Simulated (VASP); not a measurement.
# KBr (P4mm) in VASP: further runs

Runs on KBr. Level: LDA. Tasks: single point.

Program: VASP 6.6.1. These are calculated values, not measurements. Logs are shortened: lines on timing, memory, paths and dates and some standing lists are left out, and cuts for length are marked.

## (1) The cell of the first run

It takes space group P4mm (No. 99, tetragonal). Conventional cell: a = 4.043 Å, b = 4.043 Å, c = 4.043 Å, α = 90.00°, β = 90.00°, γ = 90.00°. K (site symmetry 4mm) is surrounded by 8 Br at 3.30 to 3.73 Å. Br (site symmetry 4mm) has 8 K at 3.30 to 3.73 Å as nearest neighbours.

Measurements of this composition are mostly on another form, of space group No. 225.

## (2) Single point, LDA (all Br atoms moved +0.375 Å, as atom 2 along Cartesian [0 1 0])

Input file INCAR:

```
SYSTEM = KBr
PREC     = Accurate       ! precision mode
ENCUT    = 520            ! plane-wave cutoff, eV
EDIFF    = 1E-6           ! SCF threshold, eV
ISMEAR   = 0              ! smearing method
SIGMA    = 0.05           ! smearing width, eV
LREAL    = .False.        ! projectors in reciprocal space
LASPH    = .True.         ! aspherical terms in the spheres
NELM     = 100            ! most SCF steps
ALGO     = Normal         ! electronic algorithm
ISIF     = 2              ! what is computed and relaxed
LWAVE    = .False.        ! write WAVECAR
LCHARG   = .False.        ! write CHGCAR
NBANDS   = 15             ! bands
```

Input file KPOINTS:

```
Automatic mesh
0
Gamma
  6 6 6
  0 0 0
```

Input file POSCAR:

```
KBr
1.0
    4.0434990000      0.0000000000      0.0000000000
    0.0000000000      4.0434990000      0.0000000000
    0.0000000000      0.0000000000      4.0434990000
K Br
1 1
Direct
    0.0000000000      0.0000000000      0.0000000000
    0.5000000000      0.5927414598      0.5000000000
```

Potentials or basis: VASP PAW LDA potentials, release 64 (K_sv, Br).

Started as:

```bash
$ cat potpaw_LDA.64/K_sv/POTCAR potpaw_LDA.64/Br/POTCAR > POTCAR
$ mpirun -np 1 vasp_std > vasp.out
```

OUTCAR:

```text
SYSTEM = KBr
   PREC = Accurate
   ENCUT = 520
   EDIFF = 1E-6
   ISMEAR = 0
   LREAL = .False.
   LASPH = .True.
   NELM = 100
   ISIF = 2

 ion  position               nearest neighbor table
   1  0.000  0.000  0.000-   2 3.30   2 3.30   2 3.30   2 3.30
   2  0.500  0.593  0.500-   1 3.30   1 3.30   1 3.30   1 3.30

  LATTYP: Found a simple cubic cell.
 ALAT       =     4.0434990000

  Lattice vectors:

 A1 = (   4.0434990000,   0.0000000000,   0.0000000000)
 A2 = (   0.0000000000,   4.0434990000,   0.0000000000)
 A3 = (   0.0000000000,   0.0000000000,   4.0434990000)

Analysis of symmetry for initial positions (statically):
=====================================================================
 Subroutine PRICEL returns:
 Original cell was already a primitive cell.

 Routine SETGRP: Setting up the symmetry group for a
 simple cubic supercell.

 Subroutine GETGRP returns: Found  8 space group operations
 (whereof  8 operations were pure point group operations)
 out of a pool of 48 trial point group operations.

The static configuration has the point symmetry C_4v.

Analysis of symmetry for dynamics (positions and initial velocities):
=====================================================================
 Subroutine PRICEL returns:
 Original cell was already a primitive cell.

 Routine SETGRP: Setting up the symmetry group for a
 simple cubic supercell.

 Subroutine GETGRP returns: Found  8 space group operations
 (whereof  8 operations were pure point group operations)
 out of a pool of 48 trial point group operations.

The dynamic configuration has the point symmetry C_4v.

 Subroutine INISYM returns: Found  8 space group operations
 (whereof  8 operations are pure point group operations),
 and found     1 'primitive' translations

----------------------------------------------------------------------------------------

                                     Primitive cell

  volume of cell :      66.1107

  direct lattice vectors                    reciprocal lattice vectors
     4.043499000  0.000000000  0.000000000     0.247310559  0.000000000  0.000000000
     0.000000000  4.043499000  0.000000000     0.000000000  0.247310559  0.000000000
     0.000000000  0.000000000  4.043499000     0.000000000  0.000000000  0.247310559

  length of vectors
     4.043499000  4.043499000  4.043499000     0.247310559  0.247310559  0.247310559

  position of ions in fractional coordinates (direct lattice)
     0.000000000  0.000000000  0.000000000
[... 89 lines left out ...]
   NELECT =      16.0000    total number of electrons
   NUPDOWN=      -1.0000    fix difference up-down
   EMIN   =  10.00;   EMAX   =-10.00  energy-range for DOS
   EFERMI =   0.00;   METHOD = LEGACY
   ISMEAR =     0;   SIGMA  =   0.05  broadening in eV -4-tet -1-fermi 0-gaus
   EFERMI_NEDOS =   21; number of points for ismear=-14 and -15
   IALGO  =     38    algorithm
   IMIX   =      4    mixing-type and parameters
     AMIX     =   0.40;   BMIX     =  1.00
     AMIX_MAG =   1.60;   BMIX_MAG =  1.00
  volume/ion in A,a.u.               =      33.06       223.07
  Fermi-wavevector in a.u.,A,eV,Ry     =   1.020213  1.927923 14.161412  1.040834
  Thomas-Fermi vector in A             =   2.153770
   LORBIT       =      0    0 simple, 1 ext, 2 COOP (PROOUT), +10 PAW based schemes
   GGA     = CA    functional components
   LHFCALC =     F    Hartree Fock is set to
   AEXX    =    0.0000 exact exchange contribution
   IVDW    =     0    specifies the selected vdW correction
   LEPSILON=     F    determine dielectric tensor
   LRPA    =     F    only Hartree local field effects (RPA)
 non-spin polarized calculation
 Gauss-broadening in eV      SIGMA  =   0.05
  energy-cutoff  :      520.00
  volume of cell :       66.11
 maximum number of plane-waves:      1800
   NGX = 15   NGY = 15   NGZ = 15

 number of electron      16.0000003 magnetization

 Free energy of the ion-electron system (eV)
  ---------------------------------------------------
  ext. energy  EPLUGINS =         0.00000000
  ---------------------------------------------------
  free energy    TOTEN  =        -6.66240566 eV

  energy without entropy =       -6.66240566  energy(sigma->0) =       -6.66240566

 E-fermi :  -0.7398     XC(G=0):  -8.2941

 val. band max:       -0.9547385811   @ k =   0.5000   0.0000   0.5000
 cond. band min:       2.5614891080   @ k =   0.0000   0.0000   0.0000
 fundamental gap:      3.5162276891
 Fermi energy:        -0.7398183073

 k-point     1 :       0.0000    0.0000    0.0000
  band No.  band energies     occupation
      1     -29.1536      2.00000
      2     -13.7897      2.00000
      3     -12.8157      2.00000
      4     -12.8157      2.00000
      5     -12.7918      2.00000
      6      -1.2454      2.00000
      7      -1.2302      2.00000
      8      -1.2302      2.00000
      9       2.5615      0.00000
     10       4.6077      0.00000
     11       4.9312      0.00000
     12       8.5062      0.00000
     13       8.7088      0.00000
     14       8.7088      0.00000
[... 401 lines left out ...]
      2     -13.7969      2.00000
      3     -12.8701      2.00000
      4     -12.8397      2.00000
      5     -12.6888      2.00000
      6      -2.4258      2.00000
      7      -1.5940      2.00000
      8      -1.5040      2.00000
      9       4.9629      0.00000
     10       5.8344      0.00000
     11       6.2765      0.00000
     12       7.5281      0.00000
     13       7.8885      0.00000
     14       8.0564      0.00000
     15       9.9919      0.00000

 [... further k-points ...]

------------------------ aborting loop because EDIFF is reached ----------------------------------------

  FORCE on cell =-STRESS in cart. coord.  units (eV):
  Direction    XX          YY          ZZ          XY          YZ          ZX
  --------------------------------------------------------------------------------------
  -------------------------------------------------------------------------------------
  Total       -0.8325580     -0.8235646     -0.8325580     -0.0000000      0.0000000      0.0000000
  in kB      -20.1768353    -19.9588840    -20.1768353     -0.0000000      0.0000000      0.0000000
  external PRESSURE =     -20.1041849 kB  Pullay stress =       0.0000000 kB

 VOLUME and BASIS-vectors are now :
 -----------------------------------------------------------------------------
  energy-cutoff  :      520.00
  volume of cell :       66.11
      direct lattice vectors                 reciprocal lattice vectors
     4.043499000  0.000000000  0.000000000     0.247310559  0.000000000  0.000000000
     0.000000000  4.043499000  0.000000000     0.000000000  0.247310559  0.000000000
     0.000000000  0.000000000  4.043499000     0.000000000  0.000000000  0.247310559

 POSITION                                       TOTAL-FORCE (eV/Angst)
 -----------------------------------------------------------------------------------
      0.00000      0.00000      0.00000         0.000000      0.125142     -0.000000
      2.02175      2.39675      2.02175        -0.000000     -0.125142      0.000000
 -----------------------------------------------------------------------------------
    total drift:                                0.000000     -0.000718     -0.000000

  FREE ENERGIE OF THE ION-ELECTRON SYSTEM (eV)
  ---------------------------------------------------
  free  energy   TOTEN  =        -6.6624056643 eV

  energy  without entropy=       -6.6624056643  energy(sigma->0) =       -6.66240566
```

stdout:

```text
POSCAR found type information on POSCAR K Br
 POSCAR found :  2 types and       2 ions
 scaLAPACK will be used
 LDA part: xc-table for (Slater(with rela. corr.)+CA(PZ))
 , standard interpolation
 POSCAR, INCAR and KPOINTS ok, starting setup
 FFT: planning ... GRIDC
 FFT: planning ... GRID_SOFT
 FFT: planning ... GRID
 WAVECAR not read
 entering main loop
```

Run time: 13 s. Hardware: 1 thread of Intel Xeon 6975P-C (Granite Rapids), shared host; peak memory 0.17 GiB.

What came out:

* Free energy: -6.6624 eV
* Pressure: -2.0 GPa
* Largest force: 0.125 eV/Å
* Band gap on the k mesh: 3.52 eV, indirect (least direct gap 3.79 eV)

Forces in eV/Å, atoms in the order of the input:
```
K    0.000  0.125  0.000
Br   0.000 -0.125  0.000
```

A k mesh can miss the band edges.

## (3) Single point, LDA (all Br atoms moved +0.062 Å, as atom 2 along Cartesian [0 1 0])

Input file INCAR:

```
PREC = Accurate
ENCUT = 520
EDIFF = 1E-6
ISMEAR = 0
SIGMA = 0.05
LREAL = False
LASPH = True
NELM = 100
ALGO = Fast
ISIF = 2
LWAVE = False
LCHARG = False
NBANDS = 15
```

Input file KPOINTS:

```
Automatic mesh
0
Gamma
  6 6 6
```

POSCAR, as its differences from that of step 2:

```diff
@@ -9,2 +9,2 @@
     0.0000000000      0.0000000000      0.0000000000
-    0.5000000000      0.5927414598      0.5000000000
+    0.5000000000      0.5154569100      0.5000000000
```

Potentials or basis: VASP PAW LDA potentials, release 64 (K_sv, Br).

Started as:

```bash
$ cat potpaw_LDA.64/K_sv/POTCAR potpaw_LDA.64/Br/POTCAR > POTCAR
$ mpirun -np 1 vasp_std > vasp.out
```

It took 16 s on 1 thread of Intel Xeon 6975P-C (Granite Rapids), shared host; peak memory 0.17 GiB.

The run converged. Its results:

| Property | Result |
| --- | --- |
| Free energy | -6.6840 eV |
| Pressure | -2.6 GPa |
| Largest force | 0.018 eV/Å |
| Band gap on the k mesh | 3.48 eV, indirect (least direct gap 3.75 eV) |

Forces in eV/Å, atoms in the order of the input:
```
K    0.000  0.018  0.000
Br   0.000 -0.018  0.000
```

Levels at points of the mesh, in eV from the valence-band top:
| k point | band 6 | band 7 | band 8 | band 9 | band 10 | band 11 |
| --- | --- | --- | --- | --- | --- | --- |
| (0.00, 0.00, 0.00) | -0.27 | -0.27 | -0.27 | 3.48 | 5.58 | 5.59 |
| (0.50, 0.00, 0.00) | -2.02 | -0.25 | -0.24 | 6.15 | 6.89 | 7.35 |
| (0.00, 0.50, 0.00) | -2.02 | -0.24 | -0.24 | 6.15 | 6.89 | 7.36 |
| (0.50, 0.50, 0.00) | -1.42 | -1.42 | 0.00 | 4.91 | 6.23 | 7.85 |
| (0.50, 0.00, 0.50) | -1.42 | -1.42 | 0.00 | 4.91 | 6.24 | 7.85 |
| (0.50, 0.50, 0.50) | -1.46 | -1.46 | -1.46 | 7.10 | 7.10 | 7.11 |

A k mesh can miss the band edges.

## (4) Single point, LDA (all Br atoms moved +0.188 Å, as atom 2 along Cartesian [0 1 0])

Input file INCAR:

```
ALGO     = Normal         # electronic algorithm
EDIFF    = 1E-6           # SCF threshold, eV
ENCUT    = 520            # plane-wave cutoff, eV
ISIF     = 2              # what is computed and relaxed
ISMEAR   = 0              # smearing method
LASPH    = T              # aspherical terms in the spheres
LCHARG   = F              # write CHGCAR
LREAL    = F              # projectors in reciprocal space
LWAVE    = F              # write WAVECAR
NBANDS   = 15             # bands
NELM     = 100            # most SCF steps
PREC     = Accurate       # precision mode
SIGMA    = 0.05           # smearing width, eV
```

Input file KPOINTS:

```
k-points
0
Gamma
  6 6 6
```

POSCAR, as its differences from that of step 3:

```diff
@@ -9,2 +9,2 @@
     0.0000000000      0.0000000000      0.0000000000
-    0.5000000000      0.5154569100      0.5000000000
+    0.5000000000      0.5463707299      0.5000000000
```

Started as:

```bash
$ cat potpaw_LDA.64/K_sv/POTCAR potpaw_LDA.64/Br/POTCAR > POTCAR
$ mpirun -np 1 vasp_std > vasp.out
```

Wall time 13 s (1 thread of Intel Xeon 6975P-C (Granite Rapids), shared host); peak memory 0.17 GiB.

Results (log left out):

| Item | Value |
| --- | --- |
| Free energy | -6.6793 eV |
| Pressure | -2.5 GPa |
| Largest force | 0.057 eV/Å |
| Band gap on the k mesh | 3.49 eV, indirect (least direct gap 3.76 eV) |

Forces in eV/Å, atoms in the order of the input:
```
K    0.000  0.057  0.000
Br   0.000 -0.057  0.000
```

Levels at points of the mesh, in eV from the valence-band top:
```tsv
k point	band 4	band 5	band 6	band 7	band 8	band 9	band 10	band 11	band 12	band 13
(0.00, 0.00, 0.00)	-11.91	-11.91	-0.27	-0.27	-0.27	3.49	5.58	5.66	9.50	9.55
(0.50, 0.00, 0.00)	-11.89	-11.75	-2.02	-0.25	-0.23	6.14	6.87	7.33	8.47	9.50
(0.00, 0.50, 0.00)	-11.89	-11.76	-2.01	-0.24	-0.24	6.17	6.85	7.38	8.79	9.43
(0.50, 0.50, 0.00)	-12.03	-11.88	-1.42	-1.41	-0.01	4.92	6.25	7.87	7.89	9.88
(0.50, 0.00, 0.50)	-12.07	-11.88	-1.42	-1.42	0.00	4.93	6.29	7.87	7.87	9.99
(0.50, 0.50, 0.50)	-12.03	-12.03	-1.46	-1.46	-1.45	7.05	7.05	7.13	9.24	9.31
```

## (5) Single point, LDA (all Br atoms moved +0.438 Å, as atom 2 along Cartesian [0 1 0])

Input file INCAR:

```
SYSTEM = KBr
ALGO = Normal
EDIFF = 1E-7
ENCUT = 520
ISIF = 2
ISMEAR = 0
LASPH = .True.
LCHARG = .False.
LREAL = .False.
LWAVE = .False.
NBANDS = 15
NELM = 100
PREC = Accurate
SIGMA = 0.05
```

Input file KPOINTS:

```
k-points
0
Gamma
  6 6 6
  0 0 0
```

POSCAR, as its differences from that of step 4:

```diff
@@ -9,2 +9,2 @@
     0.0000000000      0.0000000000      0.0000000000
-    0.5000000000      0.5463707299      0.5000000000
+    0.5000000000      0.6081983698      0.5000000000
```

Started as:

```bash
$ cat potpaw_LDA.64/K_sv/POTCAR potpaw_LDA.64/Br/POTCAR > POTCAR
$ mpirun -np 1 vasp_std > vasp.out
```

Wall time 13 s (1 thread of Intel Xeon 6975P-C (Granite Rapids), shared host); peak memory 0.17 GiB.

Results (log left out):

```
Free energy            : -6.6537 eV
Pressure               : -1.8 GPa
Largest force          : 0.152 eV/Å
Band gap on the k mesh : 3.53 eV, indirect (least direct gap 3.80 eV)
```

Forces on the atoms (eV/Å):
```
K    0.000  0.152  0.000
Br   0.000 -0.152  0.000
```

Levels at points of the mesh, in eV from the valence-band top:
| k point | band 6 | band 7 | band 8 | band 9 | band 10 | band 11 |
| --- | --- | --- | --- | --- | --- | --- |
| (0.00, 0.00, 0.00) | -0.30 | -0.28 | -0.28 | 3.53 | 5.55 | 5.99 |
| (0.50, 0.00, 0.00) | -2.00 | -0.29 | -0.16 | 6.11 | 6.68 | 7.37 |
| (0.00, 0.50, 0.00) | -1.97 | -0.24 | -0.24 | 6.26 | 6.69 | 7.49 |
| (0.50, 0.50, 0.00) | -1.43 | -1.38 | -0.07 | 4.97 | 6.30 | 7.93 |
| (0.50, 0.00, 0.50) | -1.41 | -1.41 | 0.00 | 5.02 | 6.55 | 7.93 |
| (0.50, 0.50, 0.50) | -1.43 | -1.43 | -1.41 | 6.86 | 6.86 | 7.25 |

A k mesh can miss the band edges.

## (6) Overview

```tsv
cell	gap on the mesh (eV)	pressure (GPa)	largest force (eV/Å)
all Br atoms moved +0.375 Å, as atom 2 along Cartesian [0 1 0]	3.52	-2.0	0.13
all Br atoms moved +0.062 Å, as atom 2 along Cartesian [0 1 0]	3.48	-2.6	0.02
all Br atoms moved +0.188 Å, as atom 2 along Cartesian [0 1 0]	3.49	-2.5	0.06
all Br atoms moved +0.438 Å, as atom 2 along Cartesian [0 1 0]	3.53	-1.8	0.15
```

Alike in all rows: task single point; level LDA; potentials or basis VASP PAW LDA potentials, release 64 (K_sv, Br); no spin polarisation; k mesh 6 × 6 × 6; cutoff (eV) 520; smearing gaussian 0.05 eV.

Absolute energies hang on the potentials; compare differences alone.
